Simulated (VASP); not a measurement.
Wanted: the native input for a VASP 6.6.1 run.

| Quantity | Value |
| --- | --- |
| Task | relaxation of cell and atoms |
| Functional | RPBE |
| Potentials or basis | VASP PAW PBE potentials, release 64 (Te) |
| Cutoff | 600 eV |
| k mesh | 9 × 9 × 9 |
| Occupations | fermi-dirac, width 0.05 eV |
| Spin | no spin polarisation |
| Further INCAR settings | ALGO = Normal; EDIFF = 1e-07; IBRION = 2; EDIFFG = -0.01; NSW = 40; ISIF = 3 |

The structure of Te lies in POSCAR:

```
Te
1.0
    2.3059043427      1.3313144930      1.6909537039
   -2.3059043427      1.3313144930      1.6909537039
    0.0000000000     -2.6626289860      1.6909537039
Te
1
Direct
    0.5000000000      0.5000000000      0.5000000000
```

This isn't the form of Te at room conditions, which is trigonal, of chains.

The input as run:

INCAR

```
SYSTEM = Te
  ALGO = Normal
  EDIFF = 1E-7
  EDIFFG = -0.01
  ENCUT = 600
  GGA = RP
  IBRION = 2
  ISIF = 3
  ISMEAR = -1
  LASPH = .TRUE.
  LCHARG = .FALSE.
  LREAL = .FALSE.
  LWAVE = .FALSE.
  NELM = 80
  NSW = 40
  PREC = Accurate
  SIGMA = 0.05
```

KPOINTS

```
k-points
0
G
  9 9 9
  0 0 0
```

Potentials or basis: VASP PAW PBE potentials, release 64 (Te).

Command:

```sh
$ cat potpaw_PBE.64/Te/POTCAR > POTCAR
$ mpirun -np 1 vasp_std > vasp.out
```

It gave:

```yaml
Relaxed_volume: 33.76 Å³/atom
Relaxed_cell: a = 3.232 Å, b = 3.232 Å, c = 3.232 Å, α = 90.85°, β = 90.85°, γ = 90.85°
Space_group_after_relaxing_to_0.05_Å: R-3m (No. 166)
Energy_gained_by_relaxing: 31.8 meV/atom
Ionic_steps: 9
Pressure_after_relaxing: 0.0 GPa
Band_gap_on_the_k_mesh: none (metal or under the smearing width)
```

Caveat: the PAW data sets were made with another functional, which shifts forces and pressure a little.

It took 74 s on 1 thread of AMD EPYC 9R45 (Zen 5), on a shared host, peak memory 0.14 GiB.
